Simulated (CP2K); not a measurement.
Crystal: BAs.

```
As B
1.0
     3.37785    0.00000    0.00000
     1.68892    2.92530    0.00000
     1.68892    0.97510    2.75800
As B
1 1
Direct
  0.75000 0.75000 0.75000
  0.00000 0.00000 0.00000
```

Program: CP2K 2026.2. Alike in all runs: task band structure; no spin polarisation; cell as given; k mesh 10 × 10 × 10.

Task: Order these runs on this cell by their pressure, lowest first.
A. level PBEsol; potentials or basis POTENTIAL_UZH As GTH-PBE-q5, B GTH-PBE-q3; TZVP-MOLOPT-PBE-GTH basis; smearing fermi-dirac 0.1 eV; EPS_DEFAULT 1.0E-9; bands added on the path 6; CUTOFF of the grids 450 Ry
B. level LDA; potentials or basis GTH_POTENTIALS As GTH-PADE-q5, B GTH-PADE-q3; TZVP-MOLOPT-PBE-GTH basis; smearing fermi-dirac 0.01 eV; EPS_DEFAULT 1.0E-9; bands added on the path 6; CUTOFF of the grids 450 Ry
C. level r2SCAN; potentials or basis POTENTIAL_UZH As GTH-SCAN-q5, B GTH-SCAN-q3; TZVP-MOLOPT-SCAN-GTH basis; smearing fermi-dirac 0.0259 eV; EPS_DEFAULT 1.0E-10; bands added on the path 4; CUTOFF of the grids 675 Ry

Result: B (-4.1 GPa), C (-1.1 GPa), A (2.3 GPa).

Caveats: the basis of atomic orbitals isn't converged, which shifts pressures, moduli and gaps; the potentials were made for another functional, which shifts forces and pressure (some runs).

Not every run made on this cell is shown here.
